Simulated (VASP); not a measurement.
Crystal: Li.

```
Li
1.0
     3.10902    0.00000    0.00000
    -1.55451    2.69249    0.00000
     0.00000    0.00000    5.07807
Li
2
Direct
  0.33333 0.66667 0.75000
  0.66667 0.33333 0.25000
```

The cell was built by a generator and needn't be a form met in nature.

| Quantity | Value |
| --- | --- |
| Program | VASP 6.6.1 |
| Task | relaxation of cell and atoms |
| Functional | PBE |
| Potentials or basis | VASP PAW PBE potentials, release 64 (Li_sv) |
| Cutoff | 600 eV |
| k mesh | 8 × 8 × 4 |
| Occupations | gaussian, width 0.05 eV |
| Spin | no spin polarisation |

At the start: pressure -0.7 GPa; volume 21.25 Å³/atom.

Question: Where does the relaxation end?

Answer: Over 3 steps the energy falls by 3.3 meV/atom and the volume is 20.21 Å³/atom (-4.9 %); space group P6_3/mmc (No. 194, to 0.05 Å).

The path:
| step | energy change (eV) | largest force (eV/Å) | pressure (GPa) | volume (Å³) |
| --- | --- | --- | --- | --- |
| 1 | 0.0000 | 0.0000 | -0.70 | 42.51 |
| 2 | -0.0028 | 0.0000 | -0.55 | 41.94 |
| 3 | -0.0066 | 0.0000 | -0.09 | 40.42 |

Final structure:
```
Li
1.0
     3.07625    0.00000    0.00000
    -1.53813    2.66411    0.00000
     0.00000    0.00000    4.93141
Li
2
Cartesian
  0.0000 1.7761 3.6986
  1.5381 0.8880 1.2329
```

Caveat: the cutoff is under 1.25 times the usual one of these potentials, so pressure, stress and relaxed cells hold a basis-set (Pulay) error.
